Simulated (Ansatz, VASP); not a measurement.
## MgO in VASP and in Ansatz

The input INCAR:

```
SYSTEM = MgO
PREC     = Accurate       ! precision mode
ENCUT    = 520            ! plane-wave cutoff, eV
EDIFF    = 1E-7           ! SCF threshold, eV
ISMEAR   = 0              ! smearing method
SIGMA    = 0.02           ! smearing width, eV
LREAL    = .False.        ! projectors in reciprocal space
LASPH    = .True.         ! aspherical terms in the spheres
NELM     = 60             ! most SCF steps
ALGO     = Normal         ! electronic algorithm
ISIF     = 2              ! what is computed and relaxed
LWAVE    = .False.        ! write WAVECAR
LCHARG   = .False.        ! write CHGCAR
GGA      = PE             ! functional
NBANDS   = 11             ! bands
```

The input KPOINTS:

```
Automatic mesh
0
Gamma
  10 10 10
  0 0 0
```

POSCAR

```
MgO
1.0
    0.0000000000      2.1685658376      2.1685658376
    2.1685658376      0.0000000000      2.1685658376
    2.1685658376      2.1685658376      0.0000000000
Mg O
1 1
Direct
    0.0000000000      0.0000000000      0.0000000000
    0.5000000000      0.5000000000      0.5000000000
```

Input for Ansatz:

```yaml
crystal:
  lattice:
    - [0.0, 2.1685658376, 2.1685658376]
    - [2.1685658376, 0.0, 2.1685658376]
    - [2.1685658376, 2.1685658376, 0.0]
  atoms:
    - { symbol: Mg, position: [0.0, 0.0, 0.0] }
    - { symbol: O, position: [0.5, 0.5, 0.5] }
basis:
  ecutwfc: 420
kpoints:
  mp_grid: { grid: [10, 10, 10] }
hamiltonian:
  xc: pbe
scf:
  occupations: { method: gaussian, width: 0.02 }
output:
  forces: true
  stress: true
  eigenvalues: true
```

Alike in both runs: task single point; functional PBE; k mesh 10 × 10 × 10; occupations gaussian, width 0.02 eV; no spin polarisation.

```csv
,VASP,Ansatz
version,VASP 6.6.1,Ansatz 0.2.0
potentials or method,"VASP PAW PBE potentials, release 64 (Mg, O)","scalar-relativistic, plane waves, PAW"
plane-wave cutoff (eV),520,420
valence electrons in the cell,8,16
```

VASP gave:

- gap on the k mesh at the Fermi level (eV): 3.92
- least direct gap on the mesh (eV): 3.92
- pressure (GPa): -8.4

Question: Estimate Ansatz's values.

Answer: gap on the k mesh at the Fermi level (eV): 3.94; least direct gap on the mesh (eV): 3.94; pressure (GPa): -7.7.

With one functional, cell and mesh, what is left measures potentials, basis and numerics. The two sets of potentials don't hold the same shells in valence.
